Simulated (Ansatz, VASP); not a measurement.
# WS2: VASP beside Ansatz

```
W S
1.0
     3.18000    0.00000    0.00000
    -1.59000    2.75396    0.00000
     0.00000    0.00000   12.50000
W S
2 4
Direct
  0.33333 0.66667 0.25000
  0.66667 0.33333 0.75000
  0.33333 0.66667 0.62500
  0.66667 0.33333 0.12500
  0.33333 0.66667 0.87500
  0.66667 0.33333 0.37500
```

Alike in both runs: task single point; functional PBE; k mesh 9 × 9 × 2; occupations gaussian, width 0.05 eV; no spin polarisation.

|  | VASP | Ansatz |
| --- | --- | --- |
| version | VASP 6.6.1 | Ansatz 0.2.0 |
| potentials or method | VASP PAW PBE potentials, release 64 (W_sv, S) | scalar-relativistic, plane waves, PAW |
| plane-wave cutoff (eV) | 520 | 500 |
| valence electrons in the cell | 52 | 52 |

```csv
,VASP,Ansatz,Ansatz less VASP
gap on the k mesh at the Fermi level (eV),1.16,1.14,-0.015
pressure (GPa),2.2,2.3,+0.03
largest component of the traceless stress (GPa),1.24,1.23,-0.004
rms of the force components (eV/Å),0.062,0.061,-0.0014
```

Atom by atom the forces differ by 0.001 eV/Å (rms over components). With one functional, cell and mesh, what is left measures potentials, basis and numerics.

Caveats: spin-orbit coupling is left out, which moves the levels of the heavy elements; an odd mesh through Γ misses points on the zone boundary, where band edges often lie; this functional lacks dispersion, which binds the layers, so the pressure and a relaxed spacing across them are unreliable. Expect the measured gap to be larger: semilocal functionals such as PBE lack the derivative discontinuity.
